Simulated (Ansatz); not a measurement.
SiC: clamped-ion strain scan

These are results of DFT r2SCAN, scalar-relativistic, plane waves, PAW in Ansatz 0.2.0, not measurements. Settings: plane waves to 500 eV, k-mesh 12×12×6 (Γ-centred), Gaussian smearing 0.05 eV. No spin polarisation. Energies are free energies at this smearing, counted from the undisturbed cell; pressure is positive in compression.

Zero of the scan (relaxed at this level):

```
CELL_PARAMETERS angstrom
3.07520 0.00000 0.00000
-1.53760 2.66320 0.00000
0.00000 0.00000 5.04817
ATOMIC_POSITIONS crystal
Si 0.33333 0.66667 0.00460
Si 0.66667 0.33333 0.50460
C 0.33333 0.66667 0.38040
C 0.66667 0.33333 0.88040
```

The cell is strained by ε times the Voigt pattern (1, 1, 0, 0, 0, 0) (xx, yy, zz, yz, xz, xy; engineering shear) with fractional coordinates fixed.

```csv
ε,ΔE (meV/atom),"stress summed along the pattern (GPa, tension positive)",pressure (GPa),gap on the mesh (eV)
-0.0600,180.3,-107.25,37.6,2.16
-0.0450,97.4,-74.51,26.1,2.30
-0.0300,41.6,-46.05,16.1,2.43
-0.0150,10.0,-21.37,7.5,2.54
0.0000,0.0,-0.06,0.0,2.65
0.0150,9.1,18.26,-6.4,2.75
0.0300,35.2,33.92,-11.8,2.84
0.0450,76.1,47.22,-16.5,2.72
0.0525,101.6,53.06,-18.5,2.63
0.0600,130.1,58.42,-20.4,2.55
```